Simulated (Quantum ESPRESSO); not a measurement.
Runs of Quantum ESPRESSO 7.5 on MnO. It takes space group P4/nmm (No. 129, tetragonal). The conventional cell has a = 3.325 Å, b = 3.325 Å, c = 4.868 Å, α = 90.00°, β = 90.00°, γ = 90.00°. Mn (site symmetry -4m2) has 4 O at 2.11 Å and 4 Mn at 2.35 Å as nearest neighbours. Around O (site symmetry 4mm) lie 4 Mn at 2.11 Å. The cell was built by a generator and needn't be a form met in nature.

```tsv
level	U	gap on the mesh (eV)	pressure (GPa)	moment (μB)	largest force (eV/Å)
PBEsol	-	0.35	-9.6	0.00	3.36
PBEsol+U	Mn d U = 8 eV	1.19	(b)	0.00	2.00
PBEsol+U	Mn d U = 2 eV	0.77	0.2	0.00	3.07
PBEsol+U	Mn d U = 5 eV	1.11	13.0	0.00	2.56
PBEsol+U	Mn d U = 3 eV	0.92	4.9	0.00	2.91
PBEsol+U	Mn d U = 4 eV	1.03	(d)	0.00	2.74
PBEsol+U	Mn d U = 1 eV	0.58	(c)	0.00	3.23
PBEsol+U	Mn d U = 6 eV	1.15	(a)	0.00	2.38
```

Alike in all rows: task single point; potentials or basis GBRV 1.5 PBEsol; spin collinear, antiferromagnetic start; cell as given; k mesh 6 × 6 × 4; cutoff (eV) 612; smearing gaussian 0.05 eV.

Estimate the missing entries.

(a) 16.7; (b) 23.9; (c) -4.5; (d) 9.1.

Caveats: forces of over 1 eV/Å show positions far from the minimum, so gaps and moduli don't describe the material at rest.

